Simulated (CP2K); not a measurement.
**Nb in CP2K: convergence with k mesh**

Input of the first run (k mesh 3 × 3 × 4); the others differ in this setting and in those tied to it:

The input nb_converge.inp:

```
&GLOBAL
  PROJECT nb_converge
  RUN_TYPE ENERGY_FORCE
  PRINT_LEVEL LOW
&END GLOBAL
&FORCE_EVAL
  METHOD QS
  STRESS_TENSOR ANALYTICAL
  &DFT
    BASIS_SET_FILE_NAME BASIS_MOLOPT
    POTENTIAL_FILE_NAME GTH_POTENTIALS
    &MGRID
      CUTOFF 450
      REL_CUTOFF 60
      NGRIDS 4
    &END MGRID
    &QS
      METHOD GPW
      EPS_DEFAULT 1.0E-9
    &END QS
    &KPOINTS
      SCHEME MONKHORST-PACK 3 3 4
      GAMMA_CENTERED T
      SYMMETRY T
      SYMMETRY_BACKEND SPGLIB
    &END KPOINTS
    &SCF
      SCF_GUESS ATOMIC
      EPS_SCF 1.0E-6
      MAX_SCF 100
      ADDED_MOS 11
      CHOLESKY OFF
      EPS_EIGVAL 1.0E-7
      &DIAGONALIZATION ON
        ALGORITHM STANDARD
      &END DIAGONALIZATION
      &MIXING ON
        METHOD BROYDEN_MIXING
        ALPHA 0.4
        BETA 1.5
        NBUFFER 8
      &END MIXING
      &SMEAR ON
        METHOD FERMI_DIRAC
        ELECTRONIC_TEMPERATURE 1160.45
      &END SMEAR
    &END SCF
    &XC
      &XC_FUNCTIONAL PBE
      &END XC_FUNCTIONAL
    &END XC
    &PRINT
      &KPOINTS ON
      &END KPOINTS
      &MULLIKEN ON
      &END MULLIKEN
      &MO ON
        ENERGIES T
        OCCUPATION_NUMBERS T
        &EACH
          QS_SCF 0
        &END EACH
        ADD_LAST NUMERIC
      &END MO
    &END PRINT
  &END DFT
  &SUBSYS
    &CELL
      A 2.7153576157 0.0000000000 0.0000000000
      B -0.7073014583 3.2794877245 0.0000000000
      C -0.9017347228 -1.9442457027 1.9873947638
      PERIODIC XYZ
    &END CELL
    &COORD
      SCALED
      Nb  -0.0114090000 0.0153540000 0.0013460000
    &END COORD
    &KIND Nb
      BASIS_SET DZVP-MOLOPT-SR-GTH-q13
      POTENTIAL GTH-PBE-q13
    &END KIND
    &PRINT
      &ATOMIC_COORDINATES ON
      &END ATOMIC_COORDINATES
      &CELL ON
      &END CELL
      &SYMMETRY ON
      &END SYMMETRY
    &END PRINT
  &END SUBSYS
  &PRINT
    &FORCES ON
    &END FORCES
    &STRESS_TENSOR ON
    &END STRESS_TENSOR
  &END PRINT
&END FORCE_EVAL
```

Potentials or basis: GTH_POTENTIALS Nb GTH-PBE-q13; DZVP-MOLOPT-SR-GTH basis.

The run is started by

```sh
$ OMP_NUM_THREADS=1 cp2k.psmp -i nb_converge.inp -o nb_converge.out
```

The cell isn't the ideal one: cell strained at random at fixed volume.

This isn't the form of Nb at room conditions, which is bcc.

Hardware: 1 thread of AMD EPYC 7571 (shared host).

The values tried are 3 × 3 × 4, 5 × 4 × 5, 6 × 5 × 6, 7 × 6 × 8, 8 × 8 × 9, 10 × 9 × 11, 12 × 11 × 13, 15 × 14 × 16, loosest first. From which on does the pressure stay within 0.1 GPa of the tightest run that finished?

From 10 × 9 × 11 on.

```tsv
k mesh	energy less the tightest run, at zero smearing (meV/atom)	pressure (GPa)	SCF cycles	CPU time (s)	peak memory (GiB)
3 × 3 × 4	76.40	11.12	11	180	0.3
5 × 4 × 5	41.06	11.99	11	200	0.3
6 × 5 × 6	-2.82	10.70	11	210	0.3
7 × 6 × 8	-6.43	11.03	11	220	0.32
8 × 8 × 9	3.43	11.66	11	270	0.32
10 × 9 × 11	5.42	11.15	11	340	0.34
12 × 11 × 13	-3.00	11.04	11	480	0.37
15 × 14 × 16	0.00	11.10	11	760	0.43
```

Not settled before the last step: the energy (to 1 meV/atom). Meshes of other sizes hit other points, so gaps and Fermi surfaces needn't settle smoothly. The tightest run that finished is the yardstick and may itself not be fully converged.

Caveat, for the tightest run too: the basis of atomic orbitals isn't converged, which shifts pressures, moduli and gaps.
